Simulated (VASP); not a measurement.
# A vacancy on the Nb site in NbSi2, part 5 of 5

Wanted: what a vacancy on the Nb site costs in NbSi2 and how the lattice relaxes round it. The start is a cell from a database of measured crystal structures.

VASP 6.6.1, plane waves and PAW; the level of theory is named at each step.

So far. Step 5 (Reference Si): The run ended after 3 ionic steps, 0.004 eV below its first step, once forces and stress met EDIFFG = -0.02. Step 5 (Reference Si): Energy at zero smearing: -10.84425 eV.

## 6. Relaxing the defect (continued)

Level of this step: PBE; plane waves and PAW (Nb_pv, Si) (VASP).

Valence density in the ab plane at fractional z = 0.250, through the centre, with atoms of Nb and Si within 0.45 Å of it. It is the smooth field of the valence electrons, not physical close to the nuclei.

Ten steps, logarithmic in the rise over the least value, from '0' (0.0 e/Å³) to '9' (4.4 e/Å³), each cell a mean:
```
444444433323444455457999754444
444444444334442145446777544455
444444444444553344444554455445
433344444444554444445554454024
433344444444444334454555554344
444444444444443334430455455554
444455444444433344433454445444
541245444444444444555544566544
543454444444444444444446888755
555554456544444444444468999754
455445788754444444444468998644
555447999864444444444457776545
455557999854444444444444544455
045446787544444444444444444453
345444554445555443334444444553
444445544454234443334444444555
334455555554134443344444444444
334431455444455444444444444443
344432444444444544454444444433
444554443323334430354434444444
444444332222234433454444444444
444443322112234455544566544444
444443322112234455445788754444
444444332222344555457999864444
```
Columns run along a (10.7 Å), rows up along b (10.7 Å). Atoms in or near the plane, at fractional coordinates: Nb at (0.83, 0.58), Nb at (0.25, 0.50), Nb at (0.75, 0.00), Si at (0.16, 0.24), Si at (0.66, 0.74), Si at (0.09, 0.67), Si at (0.57, 0.17), Si at (0.00, 0.42), Si at (0.50, 0.93), Si at (0.42, 0.32), Si at (0.91, 0.83).

The run ended after 11 ionic steps, 0.397 eV below its first step, once the forces on the free atoms met EDIFFG = -0.03.

The 10 first neighbours (Si) lie 2.72 Å from the site on average (2.63 to 2.84) in the perfect crystal and 2.63 Å on average after the relaxation (-3.1 %, spread from 2.49 to 2.81 Å).

## 7. Formation energies

This step: point defect, PBE; plane waves and PAW (VASP 6.6.1).

No new run; the numbers come from the runs before.

This step gave:

| Property | Result |
| --- | --- |
| formation energy of the neutral defect | 3.800 eV |
| host formation enthalpy | -0.5539 eV/atom |

Formation energy:

```
formation energy (eV)  largest move (Å)
                  3.8             0.168
```

E_f is E(defect cell) less E(perfect cell), corrected for the atoms exchanged with their references.

References, in eV an atom: Nb -10.075 (crystal Im-3m) and Si -5.422 (crystal Fd-3m). They were run at the supercell's cutoff and functional, without U, and count both elements from their own phases.

## 8. Defect, other settings

This step: PBE; plane waves and PAW (Nb_pv, Si) (VASP 6.6.1).

The run is repeated with some settings moved, to see what they change.

Contents of INCAR:

```
SYSTEM = Nb11Si24
PREC = Normal
ENCUT = 300
EDIFF = 1E-05
NELM = 120
ISMEAR = 1
SIGMA = 0.2
LREAL = Auto
ALGO = Fast
GGA = PE
NBANDS = 136
LASPH = .TRUE.
LORBIT = 11
LWAVE = .FALSE.
LCHARG = .FALSE.
KPAR = 4
ISYM = -1
```

Contents of POSCAR:

```
Nb11Si24
1.0
   -7.2206827098      4.1688631062      6.6328203778
    7.2206827098     -4.1688631062      6.6328203778
    2.4068942366      4.1688631062     -6.6328203778
Nb Si
11 24
Direct
    0.8330010348      0.5830010348      0.2500000000
    0.8333150278      0.0833150278      0.7500000000
    0.3338354636      0.5838354636      0.7500000000
    0.6709419653      0.6681774191      0.5043353846
    0.1652401114      0.1672180121      0.5018459601
    0.1653720520      0.6633941513      0.9981540399
    0.6638420345      0.1666065807      0.9956646154
    0.2524864593      0.4982809012      0.2526694266
    0.7456114746      0.9998170327      0.2473305734
    0.7533973016      0.5040206442      0.7539414696
    0.2500791745      0.9994558319      0.7460585304
    0.1646012312      0.2364959215      0.2366372578
    0.6640061898      0.7431785395      0.2400346722
    0.6561096007      0.2390013494      0.7265085693
    0.1632079230      0.7453511150      0.7426362279
    0.8373079308      0.4956480247      0.4999244576
    0.3272167875      0.0005981057      0.4821325867
    0.3406103121      0.4978840116      0.0038928408
    0.8355545158      0.9968463733      0.0010994422
    0.5914610750      0.6686680950      0.7607348825
    0.0896929684      0.1690324830      0.7589304274
    0.0919584595      0.6710495350      0.2631685221
    0.5712387869      0.1666416420      0.2481165194
    0.5027148871      0.4205716951      0.7573637721
    0.0124927801      0.9296010314      0.7734914307
    0.0031438673      0.4239715176      0.2599653278
    0.4998586637      0.9279639734      0.2633627422
    0.4957469311      0.8344550736      0.4989005578
    0.9939911707      0.3367174712      0.4961071592
    0.0184655190      0.8450842008      0.0178674133
    0.4957235670      0.3373834732      0.0000755424
    0.4185251226      0.3231222676      0.2518834806
    0.9078810129      0.8287899374      0.2368314779
    0.9101020555      0.3307625410      0.7410695726
    0.4079332125      0.8307261925      0.7392651175
```

Contents of KPOINTS:

```
Automatic mesh
0
Monkhorst-Pack
5 5 5
0 0 0
```

PAW data sets: Nb_pv and Si (PBE family, release 64).

Started as:

```bash
$ mpirun -np 4 vasp_std
```

Log:

```text
[... set-up lines as in an earlier step ...]
 entering main loop
       N       E                     dE             d eps       ncg     rms          rms(c)
DAV:   1     0.153185435914E+04    0.15319E+04   -0.70877E+04 36256   0.103E+03
DAV:   2    -0.125390826950E+03   -0.16572E+04   -0.15946E+04 45376   0.511E+02
DAV:   3    -0.260183352620E+03   -0.13479E+03   -0.12892E+03 53520   0.140E+02
DAV:   4    -0.266975709871E+03   -0.67924E+01   -0.66257E+01 51896   0.314E+01
[...]
RMM:   8    -0.257098085856E+03    0.19672E+00   -0.12135E+00 52985   0.313E+00    0.530E+00
RMM:   9    -0.257099539145E+03   -0.14533E-02   -0.33540E-01 53274   0.166E+00    0.223E+00
RMM:  10    -0.257092448926E+03    0.70902E-02   -0.12579E-01 51402   0.775E-01    0.137E+00
 hard stop encountered!  aborting job ...
 -----------------------------------------------------------------------------
|                                                                             |
|           W    W    AA    RRRRR   N    N  II  N    N   GGGG   !!!           |
|           W    W   A  A   R    R  NN   N  II  NN   N  G    G  !!!           |
|           W    W  A    A  R    R  N N  N  II  N N  N  G       !!!           |
|           W WW W  AAAAAA  RRRRR   N  N N  II  N  N N  G  GGG   !            |
|           WW  WW  A    A  R   R   N   NN  II  N   NN  G    G                |
|           W    W  A    A  R    R  N    N  II  N    N   GGGG   !!!           |
|                                                                             |
|     The electronic self-consistency was not achieved in the given           |
|     number of steps (NELM). The forces and other quantities evaluated       |
|     might not be reliable so examine the results carefully. If you find     |
|     spurious results, we suggest increasing NELM, if you were close to      |
|     convergence or switching to a different ALGO or adjusting the           |
|     density mixing parameters otherwise.                                    |
|                                                                             |
 -----------------------------------------------------------------------------

 soft stop encountered!  aborting job ...
```

Wall time 16 min (4 MPI ranks of Intel Xeon Platinum 8259CL at 2.50GHz (Skylake/Cascade Lake), shared host).

The run was stopped at its time limit, so it gives no result of its own.

## 9. Summary of results

| Item | Value |
| --- | --- |
| formation energy at charge 0 | 3.800 eV |
| host formation enthalpy | -0.554 eV/atom |

In words: A vacancy on the Nb site costs 3.80 eV, with every exchanged atom at the energy of its element. The 10 first neighbours (Si) lie 2.72 Å from the site on average (2.63 to 2.84) in the perfect crystal and 2.63 Å on average after the relaxation (-3.1 %, spread from 2.49 to 2.81 Å). With metallic smearing the value can move by tenths of an eV with the k mesh. The supercell of 36 atoms is small, so interactions between images remain.

[Lines on the potential files, build, host, timing and source positions are cut from VASP's logs without a mark.]

[Logs are printed without paths, hosts, clocks, repeated set-up lines and the standing remarks that a program may print on its own settings, such as how far it seeks lower states.]

[Hosts, paths, dates, database ids (printed as entryN), source tags and the programs' standing remarks are cut or masked in the printed files.]

[In band tables of VASP the shares of atoms and orbitals are scaled to a sum of 1 inside the atoms' spheres.]

[Runs that stopped without an error message from VASP are left out.]
